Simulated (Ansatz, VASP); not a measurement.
Two plane-wave programs on TiSi2

File INCAR:

```
SYSTEM = TiSi2
  PREC = Accurate
  ENCUT = 520
  EDIFF = 1E-6
  ISMEAR = 0
  SIGMA = 0.014
  LREAL = .False.
  LASPH = .True.
  NELM = 60
  ALGO = Normal
  ISIF = 2
  LWAVE = .False.
  LCHARG = .False.
  GGA = PE
```

KPOINTS

```
Automatic mesh
0
Gamma
  7 7 7
  0 0 0
```

POSCAR

```
TiSi2
1.0
    0.0000000000      4.1175163063      4.2628978354
    2.3895119538      0.0000000000      4.2628978354
    2.3895119538      4.1175163063      0.0000000000
Ti Si
2 4
Direct
    0.7500000000      0.7500000000      0.7500000000
    0.5000000000      0.5000000000      0.5000000000
    0.4125656100      0.0874343900      0.4125656100
    0.0874343900      0.4125656100      0.0874343900
    0.1625656100      0.8374343900      0.1625656100
    0.8374343900      0.1625656100      0.8374343900
```

The input input.yaml:

```yaml
crystal:
  lattice:
    - [0.0, 4.1175163063, 4.2628978354]
    - [2.3895119538, 0.0, 4.2628978354]
    - [2.3895119538, 4.1175163063, 0.0]
  atoms:
    - { symbol: Ti, position: [0.75, 0.75, 0.75] }
    - { symbol: Ti, position: [0.5, 0.5, 0.5] }
    - { symbol: Si, position: [0.41256561, 0.08743439, 0.41256561] }
    - { symbol: Si, position: [0.08743439, 0.41256561, 0.08743439] }
    - { symbol: Si, position: [0.16256561, 0.83743439, 0.16256561] }
    - { symbol: Si, position: [0.83743439, 0.16256561, 0.83743439] }
hamiltonian:
  xc: pbe
  pseudopotentials: { kind: paw }
kpoints:
  mp_grid: { grid: [7, 7, 7] }
scf:
  occupations: { method: gaussian, width: 0.014 }
output:
  forces: true
  stress: true
  eigenvalues: true
```

The cell is a database's computed one.

Alike in both runs: task single point; functional PBE; k mesh 7 × 7 × 7; occupations gaussian, width 0.014 eV; no spin polarisation.

|  | VASP | Ansatz |
| --- | --- | --- |
| version | VASP 6.6.1 | Ansatz 0.2.0 |
| potentials or method | VASP PAW PBE potentials, release 64 (Ti_sv, Si) | Ansatz PAW |
| plane-wave cutoff (eV) | 520 | 420 |
| valence electrons in the cell | 40 | 40 |

VASP gave:

- gap on the k mesh at the Fermi level (eV): none
- pressure (GPa): 2.0
- largest component of the traceless stress (GPa): 1.25
- rms of the force components (eV/Å): 0.006

**Question.** Which values does Ansatz return?

**Answer.** gap on the k mesh at the Fermi level (eV): none; pressure (GPa): 2.1; largest component of the traceless stress (GPa): 1.25; rms of the force components (eV/Å): 0.006.

Atom by atom the forces differ by 0.000 eV/Å (rms over components). A gap of «none» marks a metal or a gap that the smearing closes. With one functional, cell and mesh, what is left measures potentials, basis and numerics.
